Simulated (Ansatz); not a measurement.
TePb: a prediction, then the measurements

The calculation used DFT PBE, scalar-relativistic, plane waves, PAW (Ansatz 0.2.0).

Cutoff 420 eV; k points 8×8×8 on the computed 2-atom cell (Γ-centred); Gaussian smearing, width 0.02 eV; no spin polarisation.

Relaxed structure, symmetry kept:

```
CELL_PARAMETERS angstrom
0.00000 3.28605 3.28605
3.28605 0.00000 3.28605
3.28605 3.28605 0.00000
ATOMIC_POSITIONS crystal
Te 0.50000 0.50000 0.50000
Pb 0.00000 0.00000 0.00000
```

```
Space group                                                       : Fm-3m (No. 225)
Volume per atom                                                   : 35.48 Å³
Formation energy from the elements' standard states (uncorrected) : -0.408 eV/atom
Kohn–Sham band gap                                                : 0.83 eV
Löwdin character of the top 1 eV of the valence band              : Te 5p 78 %, Pb 6p 11 %, Pb 6s 9 %
Löwdin character of the lowest 1 eV of the conduction band        : Pb 6p 79 %, Te 5s 9 %, Te 5p 8 %
Bader charges (e)                                                 : Te (1 in the cell) -0.71, Pb (1 in the cell) 0.71
```

Spin-orbit coupling is left out, which matters for the bands of heavy elements.

**Experimental background.**

From “Correlated local dipoles in PbTe”, 2017, arxiv:1709.02863, for a bulk crystal of TePb at 200 K: lattice constant a 6.4494 ± 0.0001 Å.

A printed reference work, monograph reports, for a bulk crystal of TePb at 4.2 K: band gap 0.19 eV (direct).

Measured lattice constant a of TePb: 6.4494 Å (200 K; the paper above). This calculation gives 6.572 Å (+1.9 %). 4 values of this kind are on record (6.442 to 6.4626 Å); this one was drawn at random among those near their median, those with a stated uncertainty first. The calculation is for 0 K without zero-point motion. Against the measured band gap of TePb, 0.19 eV (direct; 4.2 K; a printed reference work, monograph), the calculated 0.83 eV is off by +0.64 eV. Kohn–Sham gaps of semilocal functionals fall short of measured ones as a rule; spin-orbit coupling, left out here, would usually lower the calculated gap of a compound with heavy elements.